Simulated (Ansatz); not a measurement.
## GaN: band structure with PBE

**Measured values to compare with.**

A printed reference work, textbook reports, for a bulk crystal of GaN at 0 K: band gap 3.299 eV (direct).

The system is GaN.

```
CELL_PARAMETERS angstrom
0.00000 2.25350 2.25350
2.25350 0.00000 2.25350
2.25350 2.25350 0.00000
ATOMIC_POSITIONS crystal
Ga 0.00000 0.00000 0.00000
N 0.25000 0.25000 0.25000
```

The cell is a database's computed one.

| Quantity | Value |
| --- | --- |
| Program | Ansatz 0.2.0 |
| Task | band structure |
| Functional | PBE |
| Potentials or basis | Ansatz PAW |
| Cutoff | 420 eV (not typed: the program's choice for these potentials) |
| k mesh | 10 × 10 × 10 |
| Occupations | fermi-dirac, width 0.05 eV |
| Spin | no spin polarisation |
| Path | [["G", "X", "W", "K", "G", "L", "U", "W", "L", "K"], ["U", "X"]] |
| Points for each segment of the path | 14 |

```
Pressure                : 5.0 GPa
Band gap on the k mesh  : 1.72 eV, direct
Band gap along the path : 1.72 eV, direct
```

Levels at the corners of the path, in eV from the valence-band top:
```tsv
point	band 7	band 8	band 9	band 10	band 11	band 12
Γ	0.00	0.00	0.00	1.72	10.31	10.31
X	-6.12	-2.70	-2.70	3.35	6.67	11.70
W	-5.69	-3.69	-3.64	6.22	8.38	10.26
K	-5.86	-4.25	-2.17	5.00	7.86	11.06
Γ	0.00	0.00	0.00	1.72	10.31	10.31
L	-7.03	-0.97	-0.97	4.64	8.72	10.36
U	-5.86	-4.25	-2.17	5.00	7.86	11.06
W	-5.69	-3.69	-3.64	6.22	8.38	10.26
L	-7.03	-0.97	-0.97	4.64	8.72	10.36
K	-5.86	-4.25	-2.17	5.00	7.86	11.06
U	-5.86	-4.25	-2.17	5.00	7.86	11.06
X	-6.12	-2.70	-2.70	3.35	6.67	11.70
```

It took 3 s on 2 threads of Intel(R) Xeon(R) Processor @ 2.50GHz (Skylake/Cascade Lake), with other jobs on the host, peak memory 0.32 GiB.

Against the measured gap of GaN, 3.299 eV (direct; 0 K; a printed reference work, textbook), the calculated 1.72 eV is off by -1.58 eV. Spin-orbit coupling on Ga is left out. The value is that of PBE, without temperature or zero-point motion. Semilocal functionals fall short of measured gaps as a rule. The cell is a database's relaxed one, not the measured one, which moves gaps too.

Caveat: the pressure holds a Pulay correction of +0.5 GPa for the finite cutoff.
